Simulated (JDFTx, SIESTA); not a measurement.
Given: the input of a run of SIESTA 5.4.2 on ZrS2. Atoms were shifted at random by some hundredths of an Å from the given cell, which wasn't relaxed again for these runs. The cell is a database's computed one, not the measured one.

ZrS2.fdf

```
SystemName                      ZrS2
SystemLabel                     ZrS2
NumberOfSpecies                 2
NumberOfAtoms                   3
%block ChemicalSpeciesLabel
  1  40 Zr
  2  16 S
%endblock ChemicalSpeciesLabel

LatticeConstant                 1.0 Ang
%block LatticeVectors
     3.6913825498     0.0000000000     0.0000000000
    -1.8456912749     3.1968310632     0.0000000000
     0.0000000000     0.0000000000     6.0410770100
%endblock LatticeVectors
AtomicCoordinatesFormat         Fractional
%block AtomicCoordinatesAndAtomicSpecies
     0.0023340000     0.0014690000     0.0006530000  1  Zr
     0.3271430000     0.6681840000     0.2436080000  2  S
     0.6722730000     0.3466260000     0.7550410000  2  S
%endblock AtomicCoordinatesAndAtomicSpecies

%block kgrid.MonkhorstPack
    8   0   0  0.0
    0   8   0  0.0
    0   0   5  0.0
%endblock kgrid.MonkhorstPack
XC.Functional                   GGA
XC.Authors                      PBEsol
PAO.BasisSize                   DZP
PAO.EnergyShift                 0.003 Ry
Mesh.Cutoff                     800 Ry
OccupationFunction              FD
ElectronicTemperature           0.05 eV
MaxSCFIterations                120
SCF.MustConverge                false
SCF.Mixer.Method                Pulay
SCF.Mixer.Weight                0.25
SCF.Mixer.History               8
SCF.DM.Tolerance                5.0e-05
SCF.H.Tolerance                 1.0e-03 eV
WriteForces                     true
Charge.Mulliken                 end
%block PAO.Basis
  Zr 5
  n=4 0 2
    3.497 0.000
  n=5 0 2
    8.986 0.000
  n=4 1 2
    4.065 0.000
  n=5 1 1
    8.986
  n=4 2 2
    7.326 0.000
%endblock PAO.Basis
```

Potentials or basis: PseudoDojo 0.4 standard (PBEsol files), converted to PSML, two zetas on semicore shells, DZP (energy shift 0.003 Ry; two zetas on semicore shells).

Command:

```console
$ siesta < ZrS2.fdf > ZrS2.out 2>&1
```

What does the same run look like in JDFTx 1.7.0 (patched build)? Potentials or basis there: PseudoDojo-SR-PBEsol-0.4.1-standard with smoothed tails, cutoff 898 eV.

As run (cutoffs and basis follow the program's own potentials, and thresholds, step limits or extra output files can differ):

ZrS2.in

```
lattice \
    6.9757020403    -3.4878510202     0.0000000000 \
    0.0000000000     6.0411351761     0.0000000000 \
    0.0000000000     0.0000000000    11.4159810467
coords-type Lattice
ion Zr     0.0023340000     0.0014690000     0.0006530000 1
ion S      0.3271430000     0.6681840000     0.2436080000 1
ion S      0.6722730000     0.3466260000     0.7550410000 1

ion-species pseudo/Zr.upf
ion-species pseudo/S.upf
elec-cutoff 33 264
elec-ex-corr gga-PBEsol
kpoint-folding 8 8 5
elec-smearing Fermi 0.0018374661
elec-n-bands 18
electronic-SCF nIterations 100 energyDiffThreshold 1e-09
electronic-minimize nIterations 30 energyDiffThreshold 1e-7
converge-empty-states yes
forces-output-coords Cartesian

dump-name run.$VAR
dump End Ecomponents EigStats BandEigs Kpoints Forces Stress
```

Potentials or basis: PseudoDojo-SR-PBEsol-0.4.1-standard with smoothed tails.

Run with:

```sh
$ jdftx -c 1 -i ZrS2.in -o ZrS2.out
```

Both were run:

|  | SIESTA | JDFTx |
| --- | --- | --- |
| Pressure | -3.5 GPa | -4.3 GPa |
| Energy over the undisturbed cell | 3.4 meV/atom | 10.3 meV/atom |

The two runs disagree by more than potentials and bases usually give (in gap, levels, pressure or energy); the cause wasn't traced.

Pressure is positive in compression.
